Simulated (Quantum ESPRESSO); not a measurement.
**CuI (Marshite) in Quantum ESPRESSO: the effect of functional**

Crystal: CuI (Marshite).

```
I Cu
1.0
     0.00000    3.03150    3.03150
     3.03150    0.00000    3.03150
     3.03150    3.03150    0.00000
I Cu
1 1
Cartesian
  0.0000 0.0000 0.0000
  4.5473 4.5473 4.5473
```

Alike in all runs:

- Program: Quantum ESPRESSO 7.5
- Task: dielectric tensor
- Cutoff: 762 eV
- Density cutoff: 6095 eV
- k mesh: 6 × 6 × 6, shifted
- Occupations: fermi-dirac, width 0.05 eV
- Spin: no spin polarisation

```tsv
functional	potentials or basis	pressure (GPa)	dielectric constant (mean)
LDA	GBRV 1.5 LDA	-4.5	6.69
PBE	GBRV 1.5 PBE	?	?
PBEsol	GBRV 1.5 PBEsol	-2.7	6.60
WC	GBRV 1.5 PBE	-2.7	6.66
BLYP	GBRV 1.5 PBE	3.4	6.23
```

Question: What does the run with functional PBE give?

Answer: Pressure 0.2 GPa; dielectric constant 6.39 mean.

Caveats: the cell is more than 3 GPa from zero pressure, which shifts response properties (some runs); the potentials were made for another functional, which shifts forces and pressure (some runs).
